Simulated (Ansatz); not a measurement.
# BaS (rocksalt): the equilibrium volume

Aim: the volume at which the pressure of BaS (rocksalt) vanishes.

Method: DFT PBEsol, scalar-relativistic, plane waves, PAW, in Ansatz 0.2.0.

## Step 1: The structure to begin with

The structure is cubic, space group Fm-3m (No. 225). Conventional cell: a = 6.409 Å, b = 6.409 Å, c = 6.409 Å, α = 90.00°, β = 90.00°, γ = 90.00°. Ba (site symmetry m-3m) has 6 S at 3.20 Å as nearest neighbours. S (site symmetry m-3m) has 6 Ba at 3.20 Å as nearest neighbours.

As a file:

```cif
data_structure
_symmetry_space_group_name_H-M 'P 1'
_symmetry_Int_Tables_number 1
_cell_length_a 4.5317
_cell_length_b 4.5317
_cell_length_c 4.5317
_cell_angle_alpha 60.000
_cell_angle_beta 60.000
_cell_angle_gamma 60.000
_cell_volume 65.80
loop_
_atom_site_label
_atom_site_type_symbol
_atom_site_fract_x
_atom_site_fract_y
_atom_site_fract_z
_atom_site_occupancy
Ba1 Ba 0.50000 0.50000 0.50000 1
S1 S 0.00000 0.00000 0.00000 1
```

## Step 2: At the starting volume

Contents of input.yaml:

```yaml
crystal:
  lattice:
    - [0.0, 3.2043613708, 3.2043613708]
    - [3.2043613708, 0.0, 3.2043613708]
    - [3.2043613708, 3.2043613708, 0.0]
  atoms:
    - { symbol: Ba, position: [0.5, 0.5, 0.5] }
    - { symbol: S, position: [0.0, 0.0, 0.0] }
basis:
  ecutwfc: 420
  ecutrho_ratio: 4
kpoints:
  mp_grid: { grid: [10, 10, 10] }
hamiltonian:
  xc: pbesol
scf:
  occupations: { method: gaussian, width: 0.05 }
output:
  forces: true
  stress: true
  eigenvalues: true
```

Started as:

```
$ ansatz run input.yaml --threads 8 --pin off --max-ram 15360MiB --backend cpu --events-out ev --progress --plain --runs-dir out
```

The program printed, shortened:

```text
Warning: RAYON_NUM_THREADS=8 ignored (pool sized by the plan → 8); use --threads N
[...]
Pseudopotentials: kind: paw
Pseudopotential: Ba, paw, valence charge 10, recommended cutoff 420 eV (normal), Ba.paw.azcp
Pseudopotential: S, paw, valence charge 6, recommended cutoff 420 eV (normal), S.paw.azcp
Functional definition: PBEsol
[...]
Crystal: 2 atoms, lattice volume = 65.804 Å³
Basis set: ecut = 420 eV, 1243 PW (Γ), exchange–correlation on 64×64×64 points (8 copies of the dense FFT grid, shifted against one another)
Bands: 12, of which v1, the nominal top of the filled ones, is band 8 counted from 1 (7 counted from 0)
Symmetry: 48 space group operations
Space group: Fm-3m (ITA 225), of the structure as read, at distance tolerance 4.0e-5 Å
k-points: 47 of 1000
[...]
SCF iter   1: F=—  HF=-6751.794968 eV  |F-HF|=—  |Δ(HF+E_count)|=         —  Δρ=4.41e-3  dr2=2.84e-2  ethr=1.77e-3  ⟨swp⟩=9.4  Hψ=4658  notcnv=0
[...]
SCF iter   6: F=-6751.786379 eV  HF=-6751.786379 eV  |F-HF|=2.77e-8  |Δ(HF+E_count)|=   2.01e-7  Δρ=5.37e-6  dr2=3.87e-8  ethr=6.25e-10  ⟨swp⟩=4.1  Hψ=2869  notcnv=0
[...]
SCF converged after 6 iterations
Free energy (F): -6751.786379 eV
[...]
E sigma→0 (E₀):  -6751.786379 eV
Fermi energy:    6.630985 eV
[...]
--- Forces (eV/Å), atoms counted from 1 ---
  atom   1  Ba     0.00000000     0.00000000    -0.00000000
  atom   2  S     -0.00000000    -0.00000000     0.00000000
[...]
--- Stress (GPa, compression-positive) ---
       -1.552218      -0.000000      -0.000000
       -0.000000      -1.552218      -0.000000
        0.000000      -0.000000      -1.552218
  P = ⅓ Tr σ = -1.5522 GPa (-15.522 kbar)
--- Band table (eV; the first three rows and the last of 47) ---
  k-point 0: bands = ["-20.3596", "-5.4048", "-5.4048", "-5.4048", "-4.6856", "5.5827", "5.5827", "5.5827", "9.0319", "9.4623", "9.4623", "9.4623"]
[...]
```

Run time: 0.49 s. Hardware: 8 threads of Intel Xeon 6975P-C (Granite Rapids), shared host; peak memory 0.46 GiB.

In short: volume 32.902 Å³/atom, pressure -1.55 GPa, gap on the mesh 2.10 eV.

## Step 3: Next volume: 32.562 Å³/atom

input.yaml, as its differences from that of step 2:

```diff
@@ -2,5 +2,5 @@
   lattice:
-    - [0.0, 3.2043613708, 3.2043613708]
-    - [3.2043613708, 0.0, 3.2043613708]
-    - [3.2043613708, 3.2043613708, 0.0]
+    - [0.0, 3.1932699843, 3.1932699843]
+    - [3.1932699843, 0.0, 3.1932699843]
+    - [3.1932699843, 3.1932699843, 0.0]
   atoms:
```

Started as:

```
$ ansatz run input.yaml --threads 8 --pin off --max-ram 15360MiB --backend cpu --events-out ev --progress --plain --runs-dir out
```

The program printed, shortened:

```text
Warning: RAYON_NUM_THREADS=8 ignored (pool sized by the plan → 8); use --threads N
[...]
[... 4 set-up lines as earlier in the session ...]
[...]
Crystal: 2 atoms, lattice volume = 65.123 Å³
Basis set: ecut = 420 eV, 1243 PW (Γ), exchange–correlation on 64×64×64 points (8 copies of the dense FFT grid, shifted against one another)
Bands: 12, of which v1, the nominal top of the filled ones, is band 8 counted from 1 (7 counted from 0)
[... 2 set-up lines as earlier in the session ...]
k-points: 47 of 1000
[...]
SCF iter   1: F=—  HF=-6751.800640 eV  |F-HF|=—  |Δ(HF+E_count)|=         —  Δρ=4.43e-3  dr2=2.82e-2  ethr=1.77e-3  ⟨swp⟩=9.2  Hψ=4655  notcnv=0
[...]
SCF iter   7: F=-6751.792094 eV  HF=-6751.792094 eV  |F-HF|=1.61e-9  |Δ(HF+E_count)|=   3.08e-8  Δρ=1.30e-6  dr2=2.23e-9  ethr=6.25e-10  ⟨swp⟩=4.9  Hψ=2590  notcnv=0
[...]
SCF converged after 7 iterations
Free energy (F): -6751.792094 eV
[...]
E sigma→0 (E₀):  -6751.792094 eV
Fermi energy:    6.720128 eV
[...]
--- Forces (eV/Å), atoms counted from 1 ---
  atom   1  Ba     0.00000000     0.00000000    -0.00000000
  atom   2  S     -0.00000000     0.00000000     0.00000000
[...]
--- Stress (GPa, compression-positive) ---
       -1.132774      -0.000000       0.000000
        0.000000      -1.132774      -0.000000
       -0.000000      -0.000000      -1.132774
  P = ⅓ Tr σ = -1.1328 GPa (-11.328 kbar)
--- Band table (eV; the first three rows and the last of 47) ---
  k-point 0: bands = ["-20.2269", "-5.2714", "-5.2714", "-5.2714", "-4.6024", "5.6799", "5.6799", "5.6799", "9.1808", "9.5622", "9.5622", "9.5622"]
[...]
```

Wall time 0.5 s (8 threads of Intel Xeon 6975P-C (Granite Rapids), shared host); peak memory 0.45 GiB.

In short: volume 32.562 Å³/atom, pressure -1.13 GPa, gap on the mesh 2.08 eV.

## Step 4: Stepping to 31.730 Å³/atom

input.yaml, as its differences from that of step 3:

```diff
@@ -2,5 +2,5 @@
   lattice:
-    - [0.0, 3.1932699843, 3.1932699843]
-    - [3.1932699843, 0.0, 3.1932699843]
-    - [3.1932699843, 3.1932699843, 0.0]
+    - [0.0, 3.1658433279, 3.1658433279]
+    - [3.1658433279, 0.0, 3.1658433279]
+    - [3.1658433279, 3.1658433279, 0.0]
   atoms:
```

Started as:

```
$ ansatz run input.yaml --threads 8 --pin off --max-ram 15360MiB --backend cpu --events-out ev --progress --plain --runs-dir out
```

The program printed, shortened:

```text
Warning: RAYON_NUM_THREADS=8 ignored (pool sized by the plan → 8); use --threads N
[...]
[... 4 set-up lines as earlier in the session ...]
[...]
Crystal: 2 atoms, lattice volume = 63.460 Å³
Basis set: ecut = 420 eV, 1243 PW (Γ), exchange–correlation on 60×60×60 points (8 copies of the dense FFT grid, shifted against one another)
Bands: 12, of which v1, the nominal top of the filled ones, is band 8 counted from 1 (7 counted from 0)
[... 2 set-up lines as earlier in the session ...]
k-points: 47 of 1000
[...]
SCF iter   1: F=—  HF=-6751.806699 eV  |F-HF|=—  |Δ(HF+E_count)|=         —  Δρ=4.50e-3  dr2=2.81e-2  ethr=1.77e-3  ⟨swp⟩=9.1  Hψ=4629  notcnv=0
[...]
SCF iter   6: F=-6751.798104 eV  HF=-6751.798104 eV  |F-HF|=1.78e-8  |Δ(HF+E_count)|=   1.73e-7  Δρ=4.42e-6  dr2=2.53e-8  ethr=6.25e-10  ⟨swp⟩=4.2  Hψ=2879  notcnv=0
[...]
SCF converged after 6 iterations
Free energy (F): -6751.798104 eV
[...]
E sigma→0 (E₀):  -6751.798104 eV
Fermi energy:    6.946008 eV
[...]
--- Forces (eV/Å), atoms counted from 1 ---
  atom   1  Ba     0.00000000    -0.00000000    -0.00000000
  atom   2  S     -0.00000000     0.00000000     0.00000000
[...]
--- Stress (GPa, compression-positive) ---
        0.002533      -0.000000       0.000000
       -0.000000       0.002533       0.000000
        0.000000       0.000000       0.002533
  P = ⅓ Tr σ = 0.0025 GPa (0.025 kbar)
--- Band table (eV; the first three rows and the last of 47) ---
  k-point 0: bands = ["-19.8935", "-4.9354", "-4.9354", "-4.9354", "-4.3905", "5.9272", "5.9272", "5.9272", "9.5592", "9.8141", "9.8141", "9.8141"]
[...]
```

Wall time 0.51 s (8 threads of Intel Xeon 6975P-C (Granite Rapids), shared host); peak memory 0.44 GiB.

This gives: volume 31.730 Å³/atom, pressure 0.00 GPa, mesh gap 2.04 eV.

## Step 5: The way to zero pressure

```csv
step,level,mesh,relaxed,volume (Å³/atom),pressure (GPa)
2,PBEsol,10×10×10,nothing,32.902,-1.55
3,PBEsol,10×10×10,nothing,32.562,-1.13
4,PBEsol,10×10×10,nothing,31.730,0.00
```

The cell before and after:

| cell as typed | before | after | change |
| --- | --- | --- | --- |
| a (Å) | 4.532 | 4.477 | -1.2 % |
| b (Å) | 4.532 | 4.477 | -1.2 % |
| c (Å) | 4.532 | 4.477 | -1.2 % |
| volume (Å³/atom) | 32.902 | 31.730 | -3.6 % |
| shortest distance (Å) | 3.204 | 3.166 | -1.2 % |
| space group | Fm-3m | Fm-3m | same |

## Step 6: Outcome

```
         quantity                                                                      value
           volume                                                             31.730 Å³/atom
         pressure                                                                   0.00 GPa
conventional cell  a = 6.332 Å, b = 6.332 Å, c = 6.332 Å, α = 90.00°, β = 90.00°, γ = 90.00°
  gap on the mesh                                                                    2.04 eV
```

From the first run shown, the volume went from 32.90 to 31.73 Å³/atom (-3.6 %) in 3 runs, where the pressure is zero within 0.01 GPa.

The gaps are Kohn-Sham values of a semilocal functional, not quasiparticle or optical gaps. Such gaps usually fall short of the measured ones.
